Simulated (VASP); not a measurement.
# TiCo (Pm-3m) in VASP: further runs

One crystal, TiCo, is run at these levels: PBE, PBE+D3(BJ); tasks: relaxation of cell and atoms.

All numbers are computed with VASP 6.6.1; they aren't measurements. Logs are shortened: lines on timing, memory, paths and dates and some standing lists are left out, and cuts for length are marked.

**1. Starting point**

It takes space group Pm-3m (No. 221, cubic). The conventional cell has a = 2.986 Å, b = 2.986 Å, c = 2.986 Å, α = 90.00°, β = 90.00°, γ = 90.00°. Around Ti (site symmetry m-3m) lie 8 Co at 2.59 Å. Around Co (site symmetry m-3m) lie 8 Ti at 2.59 Å.

The cell comes from a database or a generator and needn't be the stable form of this composition.

**2. Relaxation of cell and atoms, PBE, collinear spin, ferromagnetic start**

Contents of INCAR:

```
PREC = Accurate
ENCUT = 600
EDIFF = 1E-7
ISMEAR = 0
SIGMA = 0.1
LREAL = F
LASPH = T
NELM = 120
ALGO = Normal
ISIF = 3
LWAVE = F
LCHARG = F
ISPIN = 2
MAGMOM = 0 2
LORBIT = 11
LMAXMIX = 4
GGA = PE
IBRION = 2
NSW = 90
EDIFFG = -0.005
```

Contents of KPOINTS:

```
regular mesh
0
Gamma
  14 14 14
```

Contents of POSCAR:

```
TiCo
1.0
    2.9861109900      0.0000000000      0.0000000000
    0.0000000000      2.9861109900      0.0000000000
    0.0000000000      0.0000000000      2.9861109900
Ti Co
1 1
Direct
    0.0000000000      0.0000000000      0.0000000000
    0.5000000000      0.5000000000      0.5000000000
```

Potentials or basis: VASP PAW PBE potentials, release 64 (Ti_sv, Co).

The run is started by

```sh
$ cat potpaw_PBE.64/Ti_sv/POTCAR potpaw_PBE.64/Co/POTCAR > POTCAR
$ mpirun -np 1 vasp_std > vasp.out
```

OUTCAR:

```text
PREC = Accurate
   ENCUT = 600
   EDIFF = 1E-7
   ISMEAR = 0
   LREAL = F
   LASPH = T
   NELM = 120
   ISIF = 3
   ISPIN = 2
   LORBIT = 11
   GGA = PE
   IBRION = 2
   NSW = 90
   EDIFFG = -0.005

 ion  position               nearest neighbor table
   1  0.000  0.000  0.000-   2 2.59   2 2.59   2 2.59   2 2.59   2 2.59   2 2.59   2 2.59   2 2.59

   2  0.500  0.500  0.500-   1 2.59   1 2.59   1 2.59   1 2.59   1 2.59   1 2.59   1 2.59   1 2.59

  LATTYP: Found a simple cubic cell.
 ALAT       =     2.9861109900

  Lattice vectors:

 A1 = (   2.9861109900,   0.0000000000,   0.0000000000)
 A2 = (   0.0000000000,   2.9861109900,   0.0000000000)
 A3 = (   0.0000000000,   0.0000000000,   2.9861109900)

Analysis of symmetry for initial positions (statically):
=====================================================================
 Subroutine PRICEL returns:
 Original cell was already a primitive cell.

 Routine SETGRP: Setting up the symmetry group for a
 simple cubic supercell.

 Subroutine GETGRP returns: Found 48 space group operations
 (whereof 48 operations were pure point group operations)
 out of a pool of 48 trial point group operations.

The static configuration has the point symmetry O_h .

Analysis of symmetry for dynamics (positions and initial velocities):
=====================================================================
 Subroutine PRICEL returns:
 Original cell was already a primitive cell.

 Routine SETGRP: Setting up the symmetry group for a
 simple cubic supercell.

 Subroutine GETGRP returns: Found 48 space group operations
 (whereof 48 operations were pure point group operations)
 out of a pool of 48 trial point group operations.

The dynamic configuration has the point symmetry O_h .

Analysis of structural, dynamic, and magnetic symmetry:
=====================================================================
 Subroutine PRICEL returns:
 Original cell was already a primitive cell.

 Routine SETGRP: Setting up the symmetry group for a
 simple cubic supercell.

 Subroutine GETGRP returns: Found 48 space group operations
 (whereof 48 operations were pure point group operations)
 out of a pool of 48 trial point group operations.

The overall configuration has the point symmetry O_h .

 Subroutine INISYM returns: Found 48 space group operations
 (whereof 48 operations are pure point group operations),
 and found     1 'primitive' translations

----------------------------------------------------------------------------------------

                                     Primitive cell

  volume of cell :      26.6267

  direct lattice vectors                    reciprocal lattice vectors
     2.986110990  0.000000000  0.000000000     0.334883735  0.000000000  0.000000000
     0.000000000  2.986110990  0.000000000     0.000000000  0.334883735  0.000000000
     0.000000000  0.000000000  2.986110990     0.000000000  0.000000000  0.334883735

  length of vectors
     2.986110990  2.986110990  2.986110990     0.334883735  0.334883735  0.334883735

  position of ions in fractional coordinates (direct lattice)
     0.000000000  0.000000000  0.000000000
     0.500000000  0.500000000  0.500000000

  ion indices of the primitive-cell ions
   primitive index   ion index
                 1           1
                 2           2

----------------------------------------------------------------------------------------

 KPOINTS: regular mesh

Automatic generation of k-mesh.
 Grid dimensions read from file:
 generate k-points for:   14   14   14

 Generating k-lattice:

  Cartesian coordinates                     Fractional coordinates (reciprocal lattice)
     0.023920267  0.000000000  0.000000000     0.071428571  0.000000000  0.000000000
     0.000000000  0.023920267  0.000000000     0.000000000  0.071428571  0.000000000
     0.000000000  0.000000000  0.023920267     0.000000000  0.000000000  0.071428571

  Length of vectors
     0.023920267  0.023920267  0.023920267

  Shift w.r.t. Gamma in fractional coordinates (k-lattice)
     0.000000000  0.000000000  0.000000000

 Subroutine IBZKPT returns following result:
 ===========================================

 Found    120 irreducible k-points:

 Following reciprocal coordinates:
            Coordinates               Weight
  0.000000  0.000000  0.000000      1.000000
  0.071429  0.000000  0.000000      6.000000
  0.142857  0.000000  0.000000      6.000000
  0.214286  0.000000  0.000000      6.000000
  0.285714  0.000000  0.000000      6.000000
  0.357143  0.000000  0.000000      6.000000
[... 16 lines left out ...]
  0.285714  0.214286  0.000000     24.000000
  0.357143  0.214286  0.000000     24.000000
 [... further k-points ...]
   k-points           NKPTS =    120   k-points in BZ     NKDIM =    120   number of bands    NBANDS=     15
   number of dos      NEDOS =    301   number of ions     NIONS =      2
   total plane-waves  NPLWV =  13824
   dimension x,y,z NGX =    24 NGY =   24 NGZ =   24
   dimension x,y,z NGXF=    48 NGYF=   48 NGZF=   48
   ions per type =               1   1
   NGX,Y,Z   is equivalent  to a cutoff of  13.36, 13.36, 13.36 a.u.
   NGXF,Y,Z  is equivalent  to a cutoff of  26.72, 26.72, 26.72 a.u.
 SYSTEM =  unknown system
   PREC   = accura    normal or accurate (medium, high low for compatibility)
   ISTART =      0    job   : 0-new  1-cont  2-samecut
   ICHARG =      2    charge: 1-file 2-atom 10-const
   ISPIN  =      2    spin polarized calculation?
   LNONCOLLINEAR =      F non collinear calculations
   LSORBIT =      F    spin-orbit coupling
   LASPH  =      T    aspherical Exc in radial PAW
   ENCUT  =  600.0 eV  44.10 Ry    6.64 a.u.   5.96  5.96  5.96*2*pi/ulx,y,z
   NELM   =    120;   NELMIN=  2; NELMDL= -5     # of ELM steps
   EDIFF  = 0.1E-06   stopping-criterion for ELM
   LREAL  =      F    real-space projection
   EDIFFG = -.5E-02   stopping-criterion for IOM
   NSW    =     90    number of steps for IOM
   IBRION =      2    ionic relax: 0-MD 1-quasi-New 2-CG
   NFREE  =      1    steps in history (QN), initial steepest desc. (CG)
   ISIF   =      3    stress and relaxation
   ISYM   =      2    0-nonsym 1-usesym 2-fastsym
   POTIM  = 0.5000    time-step for ionic-motion
   TEBEG  =    0.0;   TEEND  =   0.0 temperature during run
   PSTRESS=    0.0 pullay stress
   NELECT =      21.0000    total number of electrons
   NUPDOWN=      -1.0000    fix difference up-down
   EMIN   =  10.00;   EMAX   =-10.00  energy-range for DOS
   EFERMI =   0.00;   METHOD = LEGACY
   ISMEAR =     0;   SIGMA  =   0.10  broadening in eV -4-tet -1-fermi 0-gaus
   EFERMI_NEDOS =   21; number of points for ismear=-14 and -15
   IALGO  =     38    algorithm
   IMIX   =      4    mixing-type and parameters
     AMIX     =   0.40;   BMIX     =  1.00
     AMIX_MAG =   1.60;   BMIX_MAG =  1.00
  volume/ion in A,a.u.               =      13.31        89.84
  Fermi-wavevector in a.u.,A,eV,Ry     =   1.512546  2.858298 31.127355  2.287796
  Thomas-Fermi vector in A             =   2.622456
   LORBIT       =     11    0 simple, 1 ext, 2 COOP (PROOUT), +10 PAW based schemes
   GGA     = PE    functional components
   LHFCALC =     F    Hartree Fock is set to
   AEXX    =    0.0000 exact exchange contribution
   IVDW    =     0    specifies the selected vdW correction
   LEPSILON=     F    determine dielectric tensor
   LRPA    =     F    only Hartree local field effects (RPA)
 conjugate gradient relaxation of ions
 spin polarized calculation
 Gauss-broadening in eV      SIGMA  =   0.10
  energy-cutoff  :      600.00
  volume of cell :       26.63
 maximum number of plane-waves:       912
 NGX is ok and might be reduce to    24
   NGX = 11   NGY = 11   NGZ = 11

--------------------------------------- Ionic step        1  -------------------------------------------

 number of electron      20.9999983 magnetization       0.8754008

 Free energy of the ion-electron system (eV)
  ---------------------------------------------------
  ext. energy  EPLUGINS =         0.00000000
  ---------------------------------------------------
  free energy    TOTEN  =       -15.67826644 eV

  energy without entropy =      -15.66836265  energy(sigma->0) =      -15.67331455

------------------------ aborting loop because EDIFF is reached ----------------------------------------

  FORCE on cell =-STRESS in cart. coord.  units (eV):
  Direction    XX          YY          ZZ          XY          YZ          ZX
  --------------------------------------------------------------------------------------
  -------------------------------------------------------------------------------------
  Total       -0.1083119     -0.1083119     -0.1083119      0.0000000     -0.0000000      0.0000000
  in kB       -6.5173185     -6.5173185     -6.5173185      0.0000000     -0.0000000      0.0000000
  external PRESSURE =      -6.5173185 kB  Pullay stress =       0.0000000 kB
[... 21 lines left out ...]
  energy  without entropy=      -15.6683626541  energy(sigma->0) =      -15.67331455

--------------------------------------- Ionic step        2  -------------------------------------------

 number of electron      20.9999984 magnetization       0.8657849

 E-fermi :  10.0259     XC(G=0): -12.6164

 val. band max:       10.0247724004   @ k =   0.5000   0.5000   0.0000
 cond. band min:      10.0263950696   @ k =   0.5000   0.5000   0.0714
 fundamental gap:      0.0016226693
 Fermi energy:        10.0258767631

 spin component 1

 k-point     1 :       0.0000    0.0000    0.0000
  band No.  band energies     occupation
      1     -47.1045      1.00000
      2     -23.1955      1.00000
      3     -23.1955      1.00000
      4     -23.1955      1.00000
      5       2.3114      1.00000
      6       5.8140      1.00000
      7       5.8140      1.00000
      8       8.1402      1.00000
      9       8.1402      1.00000
     10       8.1402      1.00000
     11      10.5126      0.00000
     12      10.5126      0.00000
     13      12.7234      0.00000
     14      12.7234      0.00000
     15      12.7234      0.00000
[... 883 lines left out ...]
  energy  without entropy=      -15.6682051062  energy(sigma->0) =      -15.67325021

--------------------------------------- Ionic step        3  -------------------------------------------

 number of electron      20.9999984 magnetization       0.8706270

 Free energy of the ion-electron system (eV)
  ---------------------------------------------------
  ext. energy  EPLUGINS =         0.00000000
  ---------------------------------------------------
  free energy    TOTEN  =       -15.67848647 eV

  energy without entropy =      -15.66848624  energy(sigma->0) =      -15.67348636

 E-fermi :   9.9748     XC(G=0): -12.5962

 val. band max:        9.9743940544   @ k =   0.4286   0.1429   0.0714
 cond. band min:       9.9769514854   @ k =   0.3571   0.3571   0.0714
 fundamental gap:      0.0025574310
 Fermi energy:         9.9747948308

 spin component 1

 k-point     1 :       0.0000    0.0000    0.0000
  band No.  band energies     occupation
      1     -47.1590      1.00000
      2     -23.2510      1.00000
      3     -23.2510      1.00000
      4     -23.2510      1.00000
      5       2.2782      1.00000
      6       5.7802      1.00000
      7       5.7802      1.00000
      8       8.0936      1.00000
      9       8.0936      1.00000
     10       8.0936      1.00000
     11      10.4587      0.00000
     12      10.4587      0.00000
     13      12.6612      0.00000
     14      12.6612      0.00000
     15      12.6612      0.00000
[... 879 lines left out ...]
  FREE ENERGIE OF THE ION-ELECTRON SYSTEM (eV)
  ---------------------------------------------------
  free  energy   TOTEN  =       -15.6784864748 eV

  energy  without entropy=      -15.6684862360  energy(sigma->0) =      -15.67348636

 reached required accuracy - stopping structural energy minimisation

 total charge

# of ion       s       p       d       tot
------------------------------------------
    1        2.248   6.181   1.863  10.292
    2        0.527   0.463   7.303   8.294
--------------------------------------------------
tot          2.776   6.644   9.166  18.586

 magnetization (x)

# of ion       s       p       d       tot
------------------------------------------
    1       -0.002  -0.013  -0.013  -0.028
    2        0.029  -0.004   0.923   0.947
--------------------------------------------------
tot          0.026  -0.017   0.910   0.919
```

Wall time 3.7 min (1 thread of Intel Xeon Platinum 8259CL at 2.50GHz (Skylake/Cascade Lake), shared host); peak memory 0.23 GiB.

What came out:

| Property | Result |
| --- | --- |
| Free energy | -15.6785 eV |
| Relaxed volume | 13.26 Å³/atom |
| Relaxed cell | a = 2.982 Å, b = 2.982 Å, c = 2.982 Å, α = 90.00°, β = 90.00°, γ = 90.00° |
| Space group after relaxing (to 0.05 Å) | Pm-3m (No. 221) |
| Energy gained by relaxing | 0.1 meV/atom |
| Ionic steps | 3 |
| Pressure after relaxing | 0.0 GPa |
| Band gap on the k mesh | none (metal or under the smearing width) |
| Net moment | 0.87 μB per cell |
| Site moments | Ti -0.03; Co +0.95 μB |
| Valence electrons inside the program's atomic spheres | Ti 10.29; Co 8.29 |

The path:
```tsv
step	energy change (eV)	largest force (eV/Å)	pressure (GPa)	volume (Å³)
1	0.0000	0.0000	-0.65	26.63
2	0.0000	0.0000	0.61	26.42
3	-0.0002	0.0000	0.02	26.52
```

Final structure:
```yaml
crystal:
  lattice:
    - [2.98207, 0.00000, 0.00000]
    - [0.00000, 2.98207, 0.00000]
    - [0.00000, 0.00000, 2.98207]
  atoms:
    - { symbol: Ti, position: [0.00000, 0.00000, 0.00000] }
    - { symbol: Co, position: [0.50000, 0.50000, 0.50000] }
```

Levels at points of the mesh, in eV from the Fermi level:
Spin up:
| k point | band 7 | band 8 | band 9 | band 10 | band 11 | band 12 | band 13 | band 14 | band 15 |
| --- | --- | --- | --- | --- | --- | --- | --- | --- | --- |
| (0.00, 0.00, 0.00) | -4.19 | -1.88 | -1.88 | -1.88 | 0.48 | 0.48 | 2.69 | 2.69 | 2.69 |
| (0.50, 0.00, 0.00) | -3.11 | -1.99 | -1.99 | -1.53 | -0.69 | -0.61 | 0.67 | 0.67 | 2.25 |
| (0.50, 0.50, 0.00) | -2.74 | -2.74 | -1.52 | -0.78 | 0.64 | 0.64 | 1.11 | 2.46 | 2.46 |
| (0.50, 0.50, 0.50) | -2.80 | -2.09 | -2.09 | -2.09 | -1.49 | -1.49 | 3.22 | 3.22 | 6.95 |
Spin down:
| k point | band 7 | band 8 | band 9 | band 10 | band 11 | band 12 | band 13 | band 14 |
| --- | --- | --- | --- | --- | --- | --- | --- | --- |
| (0.00, 0.00, 0.00) | -3.52 | -1.33 | -1.33 | -1.33 | 1.05 | 1.05 | 2.79 | 2.79 |
| (0.50, 0.00, 0.00) | -1.87 | -1.40 | -1.40 | -0.89 | -0.80 | 0.61 | 0.68 | 0.68 |
| (0.50, 0.50, 0.00) | -2.30 | -2.30 | 0.01 | 0.31 | 0.62 | 0.62 | 1.27 | 2.65 |
| (0.50, 0.50, 0.50) | -2.32 | -2.08 | -2.08 | -2.08 | 0.04 | 0.04 | 3.16 | 3.16 |

**3. Relaxation of cell and atoms, PBE+D3(BJ), collinear spin, ferromagnetic start**

Edit INCAR of step 2 so:

```diff
@@ -17,2 +17,3 @@
 GGA = PE
+IVDW = 12
 IBRION = 2
```

KPOINTS is that of step 2.

POSCAR is that of step 2.

Potentials or basis: VASP PAW PBE potentials, release 64 (Ti_sv, Co).

The run is started by

```sh
$ cat potpaw_PBE.64/Ti_sv/POTCAR potpaw_PBE.64/Co/POTCAR > POTCAR
$ mpirun -np 1 vasp_std > vasp.out
```

Run time: 4.4 min. Hardware: 1 thread of Intel Xeon Platinum 8259CL at 2.50GHz (Skylake/Cascade Lake), shared host; peak memory 0.25 GiB.

The run converged. Its results:

```yaml
Free_energy: -16.7836 eV
Relaxed_volume: 12.71 Å³/atom
Relaxed_cell: a = 2.940 Å, b = 2.940 Å, c = 2.940 Å, α = 90.00°, β = 90.00°, γ = 90.00°
Space_group_after_relaxing_to_0.05_Å: Pm-3m (No. 221)
Energy_gained_by_relaxing: 14.5 meV/atom
Ionic_steps: 3
Pressure_after_relaxing: 0.0 GPa
Band_gap_on_the_k_mesh: none (metal or under the smearing width)
Net_moment: 0.78 μB per cell
Site_moments: Ti -0.00; Co +0.82 μB
Valence_electrons_inside_the_program's_atomic_spheres: Ti 10.36; Co 8.37
Dispersion_energy_per_atom: -0.565 eV
```

The path:
```tsv
step	energy change (eV)	largest force (eV/Å)	pressure (GPa)	volume (Å³)
1	0.0000	0.0000	-7.39	26.63
2	-0.0024	0.0000	8.26	24.33
3	-0.0291	0.0000	-0.03	25.42
```

Final structure:
```
CELL_PARAMETERS angstrom
2.94021 0.00000 0.00000
0.00000 2.94021 0.00000
0.00000 0.00000 2.94021
ATOMIC_POSITIONS crystal
Ti 0.00000 0.00000 0.00000
Co 0.50000 0.50000 0.50000
```

Levels at points of the mesh, in eV from the Fermi level:
Spin up:
| k point | band 7 | band 8 | band 9 | band 10 | band 11 | band 12 | band 13 | band 14 | band 15 |
| --- | --- | --- | --- | --- | --- | --- | --- | --- | --- |
| (0.00, 0.00, 0.00) | -4.38 | -1.92 | -1.92 | -1.92 | 0.53 | 0.53 | 2.81 | 2.81 | 2.81 |
| (0.50, 0.00, 0.00) | -3.18 | -2.03 | -2.03 | -1.53 | -0.81 | -0.49 | 0.66 | 0.66 | 2.33 |
| (0.50, 0.50, 0.00) | -2.85 | -2.85 | -1.44 | -0.72 | 0.69 | 0.69 | 1.16 | 2.59 | 2.59 |
| (0.50, 0.50, 0.50) | -2.88 | -2.24 | -2.24 | -2.24 | -1.41 | -1.41 | 3.35 | 3.35 | 7.31 |
Spin down:
| k point | band 7 | band 8 | band 9 | band 10 | band 11 | band 12 | band 13 | band 14 |
| --- | --- | --- | --- | --- | --- | --- | --- | --- |
| (0.00, 0.00, 0.00) | -3.80 | -1.44 | -1.44 | -1.44 | 1.03 | 1.03 | 2.92 | 2.92 |
| (0.50, 0.00, 0.00) | -2.10 | -1.52 | -1.52 | -0.98 | -0.89 | 0.57 | 0.68 | 0.68 |
| (0.50, 0.50, 0.00) | -2.47 | -2.47 | -0.11 | 0.24 | 0.68 | 0.68 | 1.31 | 2.78 |
| (0.50, 0.50, 0.50) | -2.46 | -2.22 | -2.22 | -2.22 | -0.07 | -0.07 | 3.32 | 3.32 |

Caveat: pairwise dispersion overbinds metals, which lowers pressure and volume.
